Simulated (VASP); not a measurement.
A run of VASP 6.6.1:

Contents of INCAR:

```
  PREC = Accurate
  ENCUT = 520
  EDIFF = 1E-6
  ISMEAR = 0
  SIGMA = 0.05
  LREAL = False
  LASPH = True
  NELM = 100
  ALGO = Normal
  ISIF = 2
  LWAVE = False
  LCHARG = False
  ISPIN = 2
  MAGMOM = 0 0 0
  LORBIT = 11
  LMAXMIX = 4
  METAGGA = R2SCAN
  LMIXTAU = True
  NBANDS = 22
```

File KPOINTS:

```
Automatic mesh
0
Gamma
  7 7 3
```

File POSCAR:

```
TaS2
1.0
    3.3500014000      0.0000000000      0.0000000000
   -1.6750007000      2.9011863100      0.0000000000
    0.0000000000      0.0000000000      5.8599987400
Ta S
1 2
Direct
    0.0000000000      0.0000000000      0.0000000000
    0.3333333333      0.6666666667      0.2500000000
    0.6666666667      0.3333333333      0.7500000000
```

Potentials or basis: VASP PAW PBE potentials, release 64 (Ta_pv, S).

Command:

```bash
$ cat potpaw_PBE.64/Ta_pv/POTCAR potpaw_PBE.64/S/POTCAR > POTCAR
$ mpirun -np 1 vasp_std > vasp.out
```

Hardware: 1 thread of Intel(R) Xeon(R) Platinum 8259CL CPU @ 2.50GHz (Skylake/Cascade Lake), with other jobs on the host.

Problem. Estimate the wall time of this run.

Solution. Wall time 3.5 min on 1 thread of Intel(R) Xeon(R) Platinum 8259CL CPU @ 2.50GHz (Skylake/Cascade Lake) (shared host), peak memory 0.25 GiB. Counts: scf iterations 18, k points 20.
